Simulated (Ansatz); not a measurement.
# CdSiP2: the band gap up the ladder of functionals

The task here is to estimate one member of a computed series from the others.

Program: Ansatz 0.2.0. PAW datasets, plane waves. The values are computed, spin-unpolarised, and not measurements.

### The structure to begin with

The cell was relaxed beforehand with r2SCAN.

The symmetry is I-42d (No. 122, tetragonal); conventional cell a = 5.694 Å, c = 10.484 Å, 21.24 Å³ an atom. Cd has 4 P at 2.57 Å; Si has 4 P at 2.26 Å; P has 2 Si at 2.26 Å and 2 Cd at 2.57 Å.

As a file:

```cif
data_structure
_symmetry_space_group_name_H-M 'I-42d'
_symmetry_Int_Tables_number 122
_cell_length_a 5.6937
_cell_length_b 5.6937
_cell_length_c 10.4841
_cell_angle_alpha 90.000
_cell_angle_beta 90.000
_cell_angle_gamma 90.000
_cell_volume 339.88
loop_
_atom_site_label
_atom_site_type_symbol
_atom_site_symmetry_multiplicity
_atom_site_Wyckoff_symbol
_atom_site_fract_x
_atom_site_fract_y
_atom_site_fract_z
_atom_site_occupancy
Cd1 Cd 4 a 0.00000 0.50000 0.25000 1
Si1 Si 4 b 0.50000 0.50000 0.00000 1
P1 P 8 d 0.70384 0.75000 0.12500 1
```

The first run:

File input.yaml:

```yaml
crystal:
  lattice:
    - [-2.8468551885, 2.8468551885, 5.2420618343]
    - [2.8468551885, -2.8468551885, 5.2420618343]
    - [2.8468551885, 2.8468551885, -5.2420618343]
  atoms:
    - { symbol: Cd, position: [0.75, 0.25, 0.5] }
    - { symbol: Cd, position: [0.0, 0.0, 0.0] }
    - { symbol: Si, position: [0.5, 0.5, 0.0] }
    - { symbol: Si, position: [0.25, 0.75, 0.5] }
    - { symbol: P, position: [0.875, 0.8288409815, 0.4538409815] }
    - { symbol: P, position: [0.1711590185, 0.625, 0.0461590185] }
    - { symbol: P, position: [0.375, 0.4211590185, 0.5461590185] }
    - { symbol: P, position: [0.5788409815, 0.125, 0.9538409815] }
kpoints:
  mp_grid: { grid: [6, 6, 6] }
  band_path:
    path:
      - [[0.0, 0.0, 0.0], [1.119768519945e-17, -1.119768519945e-17, 0.5], [0.25, 0.25, 0.25], [-5.490677267653e-17, 0.5, 5.490677267653e-17], [0.0, 0.0, 0.0], [0.5, 0.5, -0.5], [0.323733777224, 0.676266222776, -0.323733777224]]
      - [[-0.323733777224, 0.323733777224, 0.323733777224], [0.0, 0.0, 0.0]]
      - [[1.119768519945e-17, -1.119768519945e-17, 0.5], [-0.147467554448, 0.147467554448, 0.5]]
      - [[0.5, 0.5, -0.147467554448], [0.5, 0.5, -0.5]]
    npoints: 10
hamiltonian:
  xc: pbe
scf:
  occupations: { method: fermi_dirac, width: 0.02 }
  n_extra_bands: 6
output:
  forces: true
  stress: true
  eigenvalues: true
```

Started as:

```
> ansatz run input.yaml --threads 4 --pin off --max-ram 5529MiB --backend cpu --events-out ev --progress --plain --runs-dir out
```

Among the steps run: Band structure with PBE; Single point with r2SCAN; HSE06; PBE+SOC; Single point with PBE0.

One of the session's tables, all rows but one given; the rest of the session is left out.

```
  level  gap (eV)
    PBE      1.37
 r2SCAN         ?
  HSE06      2.01
PBE+SOC      1.37
   PBE0      2.67
```

Q: Estimate the row for r2SCAN from the others.

The run gave: gap (eV): 1.61. In the column «gap (eV)» it lies between PBE+SOC (1.37) and HSE06 (2.01).

Meshes: PBE 6×6×6, r2SCAN 6×6×6, HSE06 4×4×4, PBE+SOC 6×6×6, PBE0 4×4×4

In words: PBE+SOC gives the least gap, 1.37 eV, and PBE0 the largest, 2.67 eV. PBE reaches 68 % of the HSE06 value, and r2SCAN 80 %. PBE0 lies 0.66 eV above HSE06, which differs from it by screening the long-range exchange. The calculation is for fixed nuclei; the measurement holds lattice motion too.

To keep in mind: Warnings in the runs' records: stress scf threshold loose, stress exchange threshold loose.
